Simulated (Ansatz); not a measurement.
Mn: relaxation of cell and atoms with BLYP+D3(BJ)

Mn:

```
Mn
1.0
     2.48365    0.00000    0.00000
    -1.24182    2.15090    0.00000
     0.00000    0.00000    4.02620
Mn
2
Cartesian
  0.0000 1.4339 1.0065
  1.2418 0.7170 3.0196
```

This isn't the form of Mn at room conditions, which is a 58-atom cubic cell.

```
Program             : Ansatz 0.2.0
Task                : relaxation of cell and atoms
Functional          : BLYP
Dispersion          : D3(BJ)
Potentials or basis : Ansatz PAW
Cutoff              : 420 eV (not typed: the program's choice for these potentials)
k mesh              : 12 × 12 × 7
Occupations         : fermi-dirac, width 0.05 eV
Spin                : collinear spin, ferromagnetic start
Starting moments    : [4.0, 4.0] μB
```

```yaml
Relaxed_volume: 10.56 Å³/atom
Relaxed_cell: a = 2.471 Å, b = 2.471 Å, c = 3.993 Å, α = 90.00°, β = 90.00°, γ = 120.00°
Space_group_after_relaxing_to_0.05_Å: P6_3/mmc (No. 194)
Energy_gained_by_relaxing: 3.3 meV/atom
Ionic_steps: 5
Pressure_after_relaxing: 0.0 GPa
Band_gap_on_the_k_mesh: none (metal or under the smearing width)
Net_moment: 0.00 μB per cell
Absolute_moment: 0.00 μB per cell
```

Step by step:
```csv
step,energy change (eV),largest force (eV/Å),volume (Å³)
1,0.0000,0.0000,21.51
2,-0.0058,0.0000,21.25
3,-0.0066,0.0000,21.11
4,-0.0066,0.0000,21.12
5,-0.0065,0.0000,21.12
```

Final structure:
```cif
data_structure
_symmetry_space_group_name_H-M 'P 1'
_symmetry_Int_Tables_number 1
_cell_length_a 2.4712
_cell_length_b 2.4712
_cell_length_c 3.9926
_cell_angle_alpha 90.000
_cell_angle_beta 90.000
_cell_angle_gamma 120.000
_cell_volume 21.12
loop_
_atom_site_label
_atom_site_type_symbol
_atom_site_fract_x
_atom_site_fract_y
_atom_site_fract_z
_atom_site_occupancy
Mn1 Mn 0.33333 0.66667 0.25000 1
Mn2 Mn 0.66667 0.33333 0.75000 1
```

Levels at points of the mesh, in eV from the Fermi level:
Spin up:
| k point | band 11 | band 12 | band 13 | band 14 | band 15 | band 16 | band 17 | band 18 | band 19 | band 20 |
| --- | --- | --- | --- | --- | --- | --- | --- | --- | --- | --- |
| (0.00, 0.00, 0.00) | -1.01 | -0.99 | -0.99 | -0.51 | -0.51 | 0.02 | 0.02 | 1.02 | 1.65 | 1.65 |
| (0.00, -0.50, 0.00) | -3.72 | -1.23 | -1.21 | -0.93 | -0.43 | 1.85 | 2.01 | 2.07 | 3.74 | 5.88 |
Spin down:
```csv
k point,band 11,band 12,band 13,band 14,band 15,band 16,band 17,band 18,band 19,band 20
"(0.00, 0.00, 0.00)",-1.01,-0.99,-0.99,-0.51,-0.51,0.02,0.02,1.02,1.65,1.65
"(0.00, -0.50, 0.00)",-3.72,-1.23,-1.21,-0.93,-0.43,1.85,2.01,2.07,3.74,5.88
```

Run time: 37 s on 2 threads of Intel(R) Xeon(R) Processor @ 2.50GHz (Skylake/Cascade Lake) (shared host), peak memory 0.39 GiB.

Caveat: the starting moments collapsed, and a magnetic state may lie lower; the plane-wave basis is chosen anew once the cell has moved, so the energies of steps on either side of that aren't comparable; pairwise dispersion overbinds metals, which lowers pressure and volume; the PAW data sets come from PBE, with cores solved anew for the run's functional, which leaves a small shift of forces and pressure; the starting moments weren't kept.
